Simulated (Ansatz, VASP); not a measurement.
One calculation of Au, two programs

```
Au
1.0
     2.83843    0.00000    0.00000
    -1.41921    2.45815    0.00000
     0.00000    0.00000    4.75434
Au
2
Direct
  0.33333 0.66667 0.75000
  0.66667 0.33333 0.25000
```

Alike in both runs: functional LDA; k mesh 18 × 18 × 10; occupations gaussian, width 0.1 eV; no spin polarisation.

Ansatz relaxed the structure, and its values are those at the end. VASP's run is a single point on that final structure, the one shown.

|  | VASP | Ansatz |
| --- | --- | --- |
| version | VASP 6.6.1 | Ansatz 0.2.0 |
| potentials or method | VASP PAW LDA potentials, release 64 (Au) | scalar-relativistic, plane waves, PAW |
| plane-wave cutoff (eV) | 520 | 420 |
| valence electrons in the cell | 22 | 38 |

|  | VASP | Ansatz | Ansatz less VASP |
| --- | --- | --- | --- |
| gap on the k mesh at the Fermi level (eV) | none | none | - |
| pressure (GPa) | 0.5 | 0.0 | -0.50 |

A gap of «none» marks a metal or a gap that the smearing closes. The two sets of potentials don't hold the same shells in valence.

Spin-orbit coupling is left out, which matters for the levels of Au.
